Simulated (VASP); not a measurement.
# Hf in VASP: convergence with vacuum

Input of the first run (vacuum 4); the others differ in this setting and in those tied to it:

INCAR

```
SYSTEM = Hf
ALGO     = Normal         ! electronic algorithm
DIPOL    = 0.5 0.5 0.500
EDIFF    = 1E-7           ! SCF threshold, eV
ENCUT    = 520            ! plane-wave cutoff, eV
GGA      = PE             ! functional
IDIPOL   = 3            
ISIF     = 2              ! what is computed and relaxed
ISMEAR   = 0              ! smearing method
LASPH    = .True.         ! aspherical terms in the spheres
LCHARG   = .False.        ! write CHGCAR
LDIPOL   = .True.       
LREAL    = .False.        ! projectors in reciprocal space
LWAVE    = .False.        ! write WAVECAR
NBANDS   = 33             ! bands
NELM     = 80             ! most SCF steps
PREC     = Accurate       ! precision mode
SIGMA    = 0.02           ! smearing width, eV
```

The input KPOINTS:

```
k-points
0
Gamma
  9 9 1
  0 0 0
```

File POSCAR:

```
Hf
1.0
    3.1395541085      0.0000000000      0.0000000000
    0.0000000000      3.1395541085      0.0000000000
    0.0000000000      0.0000000000     12.8800000000
Hf
5
Direct
    0.5000000000      0.5000000000      0.1552795031
    0.0000000000      0.0000000000      0.3276397516
    0.5000000000      0.5000000000      0.5000000000
    0.0000000000      0.0000000000      0.6723602484
    0.5000000000      0.5000000000      0.8447204969
```

Potentials or basis: VASP PAW PBE potentials, release 64 (Hf_pv).

The run is started by

```console
$ cat potpaw_PBE.64/Hf_pv/POTCAR > POTCAR
$ mpirun -np 1 vasp_std > vasp.out
```

Hardware: 1 thread of Intel(R) Xeon(R) Platinum 8375C CPU @ 2.90GHz (Ice Lake), with other jobs on the host.

Question: The values tried are 4, 6, 8, 10, 12, 15, 20, loosest first. From which on does the energy stay within 1 meV/atom of the tightest run that finished?

Answer: From 10 on.

| vacuum | energy less the tightest run, at zero smearing (meV/atom) | largest force (eV/Å) | SCF cycles | CPU time (s) | peak memory (GiB) |
| --- | --- | --- | --- | --- | --- |
| 4 | -167.90 | 0.745 | 25 | 70 | 0.24 |
| 6 | -23.02 | 0.911 | 34 | 140 | 0.25 |
| 8 | 2.53 | 1.006 | 32 | 120 | 0.27 |
| 10 | 0.46 | 1.028 | 31 | 130 | 0.29 |
| 12 | 0.06 | 1.027 | 33 | 150 | 0.32 |
| 15 | 0.00 | 1.027 | 39 | 210 | 0.34 |
| 20 | 0.00 | 1.027 | 42 | 350 | 0.39 |

Against the tightest run, the largest force stays within 0.005 eV/Å from 10 on. The tightest run that finished is the yardstick and may itself not be fully converged.

The run has no spin-orbit coupling, so splittings on Hf are missing.
